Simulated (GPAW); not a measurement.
A run of GPAW 26.7.0:

File run.py:

```python
import json
import numpy as np
from ase import Atoms
from ase.calculators.mixing import SumCalculator
from ase.constraints import FixSymmetry
from ase.filters import FrechetCellFilter
from ase.io import write
from ase.optimize import BFGS
from dftd4.ase import DFTD4
from phonopy import Phonopy
from phonopy.structure.atoms import PhonopyAtoms
from gpaw import GPAW, PW, setup_paths

setup_paths.insert(0, '.')

atoms = Atoms(['Hg', 'Te'],
              cell=[[0.0, 3.2145, 3.2145],
                    [3.2145, 0.0, 3.2145],
                    [3.2145, 3.2145, 0.0]],
              scaled_positions=[[0.0, 0.0, 0.0],
                                [0.75, 0.75, 0.75]],
              pbc=True)

calc = GPAW(mode=PW(600),
            xc='PBEsol',
            kpts={'size': (7, 7, 7), 'gamma': True},
            occupations={'name': 'fermi-dirac', 'width': 0.05},
            nbands=18,
            convergence={'density': 1e-06, 'forces': 0.0001, 'eigenstates': 1e-09},
            maxiter=150,
            txt='gpaw.txt')
atoms.calc = SumCalculator([calc, DFTD4(method='pbesol')])
atoms.set_constraint(FixSymmetry(atoms))
BFGS(FrechetCellFilter(atoms), trajectory='relax.traj', logfile='-').run(fmax=0.005, steps=40)
atoms.set_constraint()
energy = atoms.get_potential_energy()
forces = atoms.get_forces()
stress = atoms.get_stress()
calc.write('gs.gpw')
write('result.traj', atoms)
print('Cell:', atoms.cell.cellpar().round(4))
print(atoms.get_scaled_positions().round(5))

def force_constants(scale):
    unit = PhonopyAtoms(symbols=atoms.get_chemical_symbols(), cell=atoms.cell[:] * scale**(1 / 3),
                        scaled_positions=atoms.get_scaled_positions())
    ph = Phonopy(unit, supercell_matrix=np.diag([1, 1, 1]), primitive_matrix=np.eye(3), symprec=1e-4)
    ph.generate_displacements(distance=0.01)
    forces = []
    for i, sc in enumerate(ph.supercells_with_displacements):
        a = Atoms(sc.symbols, cell=sc.cell, scaled_positions=sc.scaled_positions, pbc=True)
        c = GPAW(mode=PW(510),
                 xc='PBEsol',
                 kpts={'size': (7, 7, 7), 'gamma': True},
                 occupations={'name': 'fermi-dirac', 'width': 0.05},
                 nbands=18,
                 convergence={'density': 1e-06, 'forces': 0.0001, 'eigenstates': 1e-09},
                 maxiter=150,
                 txt=f'disp-{scale:.3f}-{i:02d}.txt')
        a.calc = SumCalculator([c, DFTD4(method='pbesol')])
        f = a.get_forces()
        forces.append(f - f.mean(axis=0))
        print(f'displacement {i}: drift', f.mean(axis=0).round(5), flush=True)
    ph.forces = forces
    ph.produce_force_constants()
    ph.symmetrize_force_constants()
    return ph

qpoints = [[0.0, 0.0, 0.0]]
results = {}
for scale in [0.99, 1.0, 1.01]:
    ph = force_constants(scale)
    ph.run_qpoints(qpoints)
    nu = ph.qpoints.frequencies * 33.35641  # THz to cm^-1
    results[f'{scale:.3f}'] = nu.tolist()
    for qp, f in zip(qpoints, nu):
        print(scale, np.round(qp, 4), f.round(2))

lo, mid, hi = (np.array(results[x]) for x in ('0.990', '1.000', '1.010'))
gamma = np.where(abs(mid) > 5, -(hi - lo) / (np.log(1.01 / 0.99) * np.where(abs(mid) > 5, mid, 1)), 0)
results['gamma'] = gamma.tolist()
print('Mode Grueneisen parameters:')
print(gamma.round(3))
json.dump(results, open('phonons.json', 'w'))
```

Potentials or basis: PAW data sets generated in the run's folder for this functional, pw.

The run is started by

```sh
$ gpaw-setup -f PBEsol Hg Te
$ OMP_NUM_THREADS=1 python run.py
```

Hardware: 1 thread of Intel(R) Xeon(R) Platinum 8259CL CPU @ 2.50GHz (Skylake/Cascade Lake), on a shared host.

Problem. Estimate the wall time of this run.

Solution. Run time: 9.8 min on 1 thread of Intel(R) Xeon(R) Platinum 8259CL CPU @ 2.50GHz (Skylake/Cascade Lake), with other jobs on the host, peak memory 0.44 GiB. Counts: scf iterations 105, plane waves 2239, bands 18, k points 20.
